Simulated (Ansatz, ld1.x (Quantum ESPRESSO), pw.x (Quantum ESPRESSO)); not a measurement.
## pw.x on diamond Mg: one setting changed

Potential: norm-conserving Troullier–Martins (Kleinman–Bylander form), ld1.x (Quantum ESPRESSO) 7.5, PBE; core [Ne], reference 3s2 3p0; waves: 3s (bound): rc 2.20 bohr; 3p (bound, empty): rc 3.85 bohr; 3d channel at -0.1 Ry: rc 4.10 bohr; local part: the d channel; core correction: a·sin(br)/r model core, default radius (core density twice the valence density).

The reference run (k-mesh 8³, cutoffs 50/200 Ry, Fermi–Dirac 0.01 Ry, mixing_beta 0.4, conv_thr 1e-9, no spin) gives -0.07 GPa at 40.566 Å³/atom, where all-electron LAPW gives -0.01 GPa. This run, with its own iteration cap, changes ecutrho/ecutwfc to 3.

```
&control
  calculation='scf', prefix='x', pseudo_dir='./', outdir='./tmp', tstress=.true., disk_io='none'
/
&system
  ibrav=0, nat=2, ntyp=1, ecutwfc=50, ecutrho=150, nbnd=9,
  occupations='smearing', smearing='fd', degauss=0.01
/
&electrons
  conv_thr=1e-09, mixing_beta=0.4, electron_maxstep=60
/
ATOMIC_SPECIES
Mg 1.0 Mg.UPF
CELL_PARAMETERS angstrom
  0.00000000 3.43600718 3.43600718
  3.43600718 0.00000000 3.43600718
  3.43600718 3.43600718 0.00000000
ATOMIC_POSITIONS crystal
Mg 0.0000 0.0000 0.0000
Mg 0.2500 0.2500 0.2500
K_POINTS automatic
8 8 8 0 0 0
```

```bash
pw.x < Mg.scf.in > Mg.scf.out
```

How does the run end?

It converges in 7 iterations; the free energy moves by -0.4 meV/atom and the pressure by +0.01 GPa. Below 4 the density is truncated and F is no longer variational, so a small shift in one case is no licence.

```
Message from routine set_cutoff:
     ecutrho < 4*ecutwfc, are you sure?
     Message from routine setup:
     using ibrav=0 with symmetry is DISCOURAGED, use correct ibrav instead
     lattice parameter (alat)  =       9.1826  a.u.
     unit-cell volume          =     547.5059 (a.u.)^3
     number of electrons       =         4.00
     number of Kohn-Sham states=            9
     kinetic-energy cutoff     =      50.0000  Ry
     charge density cutoff     =     150.0000  Ry
     scf convergence threshold =      1.0E-09
     Exchange-correlation= PBE
     number of k points=    29  Fermi-Dirac smearing, width (Ry)=  0.0100
     iteration #  1     ecut=    50.00 Ry     beta= 0.40
     total energy              =      -5.18122373 Ry
     estimated scf accuracy    <       0.00377836 Ry
     iteration #  2     ecut=    50.00 Ry     beta= 0.40
     total energy              =      -5.18128760 Ry
     estimated scf accuracy    <       0.00119208 Ry
     iteration #  3     ecut=    50.00 Ry     beta= 0.40
     total energy              =      -5.18137562 Ry
     estimated scf accuracy    <       0.00002437 Ry
     iteration #  4     ecut=    50.00 Ry     beta= 0.40
     total energy              =      -5.18137862 Ry
     estimated scf accuracy    <       0.00000009 Ry
     iteration #  5     ecut=    50.00 Ry     beta= 0.40
     total energy              =      -5.18137867 Ry
     estimated scf accuracy    <          9.4E-09 Ry
     iteration #  6     ecut=    50.00 Ry     beta= 0.40
     total energy              =      -5.18137867 Ry
     estimated scf accuracy    <          1.8E-09 Ry
     iteration #  7     ecut=    50.00 Ry     beta= 0.40
     the Fermi energy is     0.6525 ev
!    total energy              =      -5.18137867 Ry
     estimated scf accuracy    <          9.8E-12 Ry
     smearing contrib. (-TS)   =      -0.00574130 Ry
     The total energy is F=E-TS. E is the sum of the following terms:
     one-electron contribution =       1.40528302 Ry
     hartree contribution      =       0.12072864 Ry
     xc contribution           =      -3.38318007 Ry
     ewald contribution        =      -3.31846896 Ry
     convergence has been achieved in   7 iterations
          total   stress  (Ry/bohr**3)                   (kbar)     P=       -0.66
     Message from routine punch:
     Nothing written, as per user request (disk_io='none')
```

The run took about 5.1 s on one core of a shared host (Intel(R) Xeon(R) 6975P-C, 192 threads, 1512 GiB, load 69).
